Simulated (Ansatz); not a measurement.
## Si: rattling a relaxed structure

The cell was found from a structure generator's guess, not taken from experiment.

Computed with Ansatz 0.2.0, DFT PBE, scalar-relativistic, plane waves, PAW. Plane waves to 420 eV, a k mesh through Γ of 12×12×2 on the computed 12-atom cell and Gaussian smearing (0.02 eV); no spin polarisation.

The cell below (12 atoms, space group P6_3/mmc (No. 194)) is relaxed within its symmetry.

```
Si
1.0
     3.86194    0.00000    0.00000
    -1.93097    3.34454    0.00000
     0.00000    0.00000   18.98947
Si
12
Direct
  0.00000 0.00000 0.81282
  0.00000 0.00000 0.31282
  0.33333 0.66667 0.97919
  0.66667 0.33333 0.47919
  0.33333 0.66667 0.64539
  0.66667 0.33333 0.14539
  0.00000 0.00000 0.68718
  0.00000 0.00000 0.18718
  0.33333 0.66667 0.85461
  0.66667 0.33333 0.35461
  0.33333 0.66667 0.52081
  0.66667 0.33333 0.02081
```

For the test it was strained at random (σ = 1.5 % a component), the atoms were moved at random (σ = 0.05 Å), and all was relaxed again on a coarse 6×6×1 mesh (in the run’s order of axes) with 0.10 eV smearing, with no symmetry imposed.

Question: Is the structure stable against such a distortion?

Answer: It returns, within 1 meV/atom of the unmoved cell on that mesh and with the same symmetry when read at 0.1 Å. So it is stable against the distortions that fit this cell and that this random move excites. Modes that don't fit the cell aren't tested.
